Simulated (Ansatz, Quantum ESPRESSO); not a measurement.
# CaSe (Fm-3m): from Born charge to LO-TO splitting

Aim: work out the LO frequency and the static dielectric constant of CaSe (Fm-3m) from one linear-response run, then check them.

Main program and level: Quantum ESPRESSO 8.0 development, patched; DFT LDA, scalar-relativistic, plane waves, PseudoDojo norm-conserving pseudopotentials.

The database entry behind the starting cell differs from later determinations by our own check (0.1 to 0.3 % short, probably kX units), so it need not match the best structure at ambient conditions.

## (1) The relaxed structure

It takes space group Fm-3m (No. 225, cubic). Conventional cell: a = 5.790 Å, b = 5.790 Å, c = 5.790 Å, α = 90.00°, β = 90.00°, γ = 90.00°. Nearest to Ca lie 6 Se at 2.89 Å. Nearest to Se lie 6 Ca at 2.89 Å. Farther neighbours and most contacts between anions are not listed.

As a file:

```
Ca Se
1.0
    -2.89486    0.00000    2.89486
     0.00000    2.89486    2.89486
    -2.89486    2.89486    0.00000
Ca Se
1 1
Direct
  0.00000 0.00000 0.00000
  0.50000 0.50000 0.50000
```

This is the cell after its relaxation at this level of theory, not the database cell from which that began.

## (2) What the response run gave

A linear-response run on the relaxed cell, with the response to an electric field; only its zone-centre results are used. Cutoff 86 Ry, k mesh 8×8×8.

Output:

```text
[banners, grids, parts of the stress and lines that vanish by symmetry left out]
Program PHONON v.8.0dev
     Dynamical matrices for q-points given in input
     (   1q-points):
[...]
Exchange-correlation= PW
                           (   1   4   0   0   0   0   0)
[...]
kinetic-energy cut-off    =      86.0000  Ry
     charge density cut-off    =     344.0000  Ry
     convergence threshold     =      1.0E-18
[...]
Exchange-correlation= PW
                           (   1   4   0   0   0   0   0)
[...]
q = (   0.0000000   0.0000000   0.0000000 )
     49 Sym.Ops. (with q -> -q+G )
     G cutoff = 1043.0672  (  35341 G-vectors)     FFT grid: ( 45, 45, 45)
     number of k points=    29
[...]
Mode symmetry, O_h (m-3m)  point group:
[...]
Dielectric constant
[...]
End of electric fields calculation
          Dielectric constant in cartesian axis
          (       6.051057251       0.000000000       0.000000000 )
          (       0.000000000       6.051057251      -0.000000000 )
          (       0.000000000       0.000000000       6.051057251 )
          Effective charges (d Force / dE) in cartesian axis without acoustic sum rule applied (asr)
           atom    1  Ca    Mean Z*:        2.35452
      Ex  (        2.35452        0.00000        0.00000 )
      Ey  (        0.00000        2.35452       -0.00000 )
      Ez  (        0.00000        0.00000        2.35452 )
           atom    2  Se    Mean Z*:       -2.36013
      Ex  (       -2.36013        0.00000       -0.00000 )
      Ey  (        0.00000       -2.36013       -0.00000 )
      Ez  (        0.00000        0.00000       -2.36013 )
          Effective charges Sum: Mean:       -0.00561
[...]
Effective charges (d Force / dE) in cartesian axis with asr applied:
           atom    1  Ca    Mean Z*:        2.35733
[...]
atom    2  Se    Mean Z*:       -2.35733
[...]
Dielectric constant from finite-differences
          (       6.051090617      -0.000000000      -0.000000000 )
          (      -0.000000000       6.051090617       0.000000000 )
          (      -0.000000000       0.000000000       6.051090617 )
[...]
(       0.000000000      -0.000000000       0.000000000 )
          (       0.000000000      -0.000000000       0.000000000 )
          (       0.000000000       0.000000000      -0.000000000 )
          (       0.000000000       0.000000000       0.000000000 )
          (       0.000000000       0.000000000       0.000000000 )
          (       0.000000000       0.000000000      -0.000000000 )
          (      -0.000000000      -0.000000000       0.000000000 )
          (      -0.000000000       0.000000000      -0.000000000 )
[...]
(      -0.000000000      -0.000000000       0.000000000 )
          (       0.000000000       0.000000000      -0.000000000 )
          (      -0.000000000      -0.000000000      -0.000000000 )
          (       0.000000000       0.000000000      -0.000000000 )
          (      -0.000000000      -0.000000000       0.000000000 )
[...]
Representation #   1 modes #   1   2   3
[...]
End of self-consistent calculation
     Convergence has been achieved
     Representation #   2 modes #   4   5   6
[...]
End of self-consistent calculation
     Convergence has been achieved
[...]
Dielectric constant in cartesian axis
          (       6.051057251       0.000000000       0.000000000 )
          (       0.000000000       6.051057251      -0.000000000 )
          (       0.000000000       0.000000000       6.051057251 )
          Effective charges (d Force / dE) in cartesian axis without acoustic sum rule applied (asr)
           atom    1  Ca    Mean Z*:        2.35452
      Ex  (        2.35452        0.00000        0.00000 )
      Ey  (        0.00000        2.35452       -0.00000 )
      Ez  (        0.00000        0.00000        2.35452 )
           atom    2  Se    Mean Z*:       -2.36013
      Ex  (       -2.36013        0.00000       -0.00000 )
      Ey  (        0.00000       -2.36013       -0.00000 )
      Ez  (        0.00000        0.00000       -2.36013 )
          Effective charges Sum: Mean:       -0.00561
[...]
Effective charges (d Force / dE) in cartesian axis with asr applied:
           atom    1  Ca    Mean Z*:        2.35733
[...]
atom    2  Se    Mean Z*:       -2.35733
[...]
q = (    0.000000000   0.000000000   0.000000000 )
[...]
freq (    1) =       0.055667 [THz] =       1.856854 [cm-1]
     freq (    2) =       0.055667 [THz] =       1.856854 [cm-1]
     freq (    3) =       0.055667 [THz] =       1.856854 [cm-1]
     freq (    4) =       5.742421 [THz] =     191.546541 [cm-1]
     freq (    5) =       5.742421 [THz] =     191.546541 [cm-1]
     freq (    6) =       5.742421 [THz] =     191.546541 [cm-1]
[...]
Mode symmetry, O_h (m-3m)  point group:
     freq (   1-   3) =          1.9  [cm-1]   --> T_1u G_15  G_4- I
     freq (   4-   6) =        191.5  [cm-1]   --> T_1u G_15  G_4- I

   JOB DONE.
```

```csv
quantity,value
cell volume Ω (Å³),48.519
mass of Ca (u),40.078
mass of Se (u),78.971
"Born charge of Ca, raw (e)",2.354
"Born charge of Se, raw (e)",-2.360
ε∞,6.051
ω(TO) after the sum rule (cm⁻¹),191.6
```

## (3) The calculation

The charges must sum to zero over the cell; taking off their mean, -0.003 e, leaves Z* = 2.357 e on Ca. In the polar mode Ca moves against Se, so the reduced mass is μ = 40.08 × 78.97 / 119.05 = 26.586 u.

A longitudinal wave builds up a field that adds to the restoring force: ω(LO)² = ω(TO)² + 4π Z*² / (μ Ω ε∞), in Hartree atomic units. With μ = 48463 electron masses and Ω = 327.42 bohr³ the second term is 7.2726e-07 Ha², or 35031 cm⁻² (1 Ha = 219474.6 cm⁻¹).

So ω(LO) = √(36691 + 35031) = 267.8 cm⁻¹, and by the Lyddane-Sachs-Teller relation ε₀ = ε∞ (ω(LO)/ω(TO))² = 11.83.

## (4) Check against the program

The analysis program adds the same non-analytic term to the full matrix, here for q along (1 0 0).

Output:

```text
[banner, memory and clock lines left out]
Program DYNMAT v.8.0dev

     Reading Dynamical Matrix from file g.dyn
     ...Force constants read
     ...epsilon and Z* read
     ...Raman cross sections read

     Polarizability (A^3 units)
     multiply by 0.372622 for Clausius-Mossotti correction (not under assume_isolated = 'mt')
        19.502316    0.000000    0.000000
         0.000000   19.502316    0.000000
         0.000000   -0.000000   19.502316

     IR activities are in (D/A)^2/amu units

# mode   [cm-1]    [THz]      IR
    1     -0.00   -0.0000    0.0000
    2     -0.00   -0.0000    0.0000
    3      0.00    0.0000    0.0000
    4    191.55    5.7425    4.8224
    5    191.55    5.7425    4.8224
    6    267.81    8.0288    4.8224
```

ε₀ comes from the program's run without a direction of q.

```
    quantity  by hand  program
ω(LO) (cm⁻¹)    267.8    267.8
          ε₀    11.83    11.83
```

## (5) Summary of results

| Property | Result |
| --- | --- |
| TO mode | 191.6 cm⁻¹ |
| LO mode | 267.8 cm⁻¹ |
| static dielectric constant | 11.83 |

What this shows: The LO mode of CaSe (Fm-3m) lies at 268 cm⁻¹, 76 cm⁻¹ above the TO mode; the formula meets the program within 0.1 cm⁻¹, as it must for a cubic crystal with one polar mode. ω(LO)² − ω(TO)² goes with Z*²/ε∞: an error of 5 % in ε∞ would move the LO mode by 3.1 cm⁻¹, and semilocal functionals tend to overestimate ε∞. These are harmonic values at zero temperature, at the volume of this functional, for the structure held cubic; stability elsewhere in the zone is no part of this calculation.

[Host names and launcher messages were left out of these logs when they were recorded.]

[Logs are printed without paths, hosts, clocks, repeated set-up lines and the standing remarks that a program may print on its own settings, such as how far it seeks lower states.]

[Hosts, paths, dates, database ids (printed as entryN), source tags and the programs' standing remarks are cut or masked in the printed files.]
